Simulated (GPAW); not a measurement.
Crystal: BAs.

```
CELL_PARAMETERS angstrom
2.93437 0.00000 0.00000
0.00000 2.93437 0.00000
0.00000 0.00000 2.93437
ATOMIC_POSITIONS crystal
B 0.50000 0.50000 0.50000
As 0.00000 0.00000 0.00000
```

The cell was built by a generator and needn't be a form met in nature.

| Property | Result |
| --- | --- |
| Program | GPAW 26.7.0 |
| Task | relaxation of cell and atoms |
| Functional | PBEsol |
| Potentials or basis | PAW data sets generated in the run's folder for this functional |
| Cutoff | 800 eV |
| Basis | pw |
| k mesh | 9 × 9 × 9 |
| Occupations | fermi-dirac, width 0.05 eV |
| Spin | no spin polarisation |

At the start: pressure -3.7 GPa; volume 12.63 Å³/atom.

Task: Where does the relaxation end?

Result: Over 3 steps the energy falls by 4.9 meV/atom and the volume is 12.18 Å³/atom (-3.6 %); space group Pm-3m (No. 221, to 0.05 Å).

The path:
```
step  energy change (eV)  largest force (eV/Å)  pressure (GPa)  volume (Å³)
   1              0.0000                0.0000           -3.66        25.27
   2             -0.0032                0.0000           -3.06        25.11
   3             -0.0098                0.0000            0.22        24.36
```

Final structure:
```
CELL_PARAMETERS angstrom
2.89882 0.00000 0.00000
0.00000 2.89882 0.00000
0.00000 0.00000 2.89882
ATOMIC_POSITIONS crystal
B 0.50000 0.50000 0.50000
As 0.00000 0.00000 0.00000
```

Caveat: later steps reuse the first step's grids.
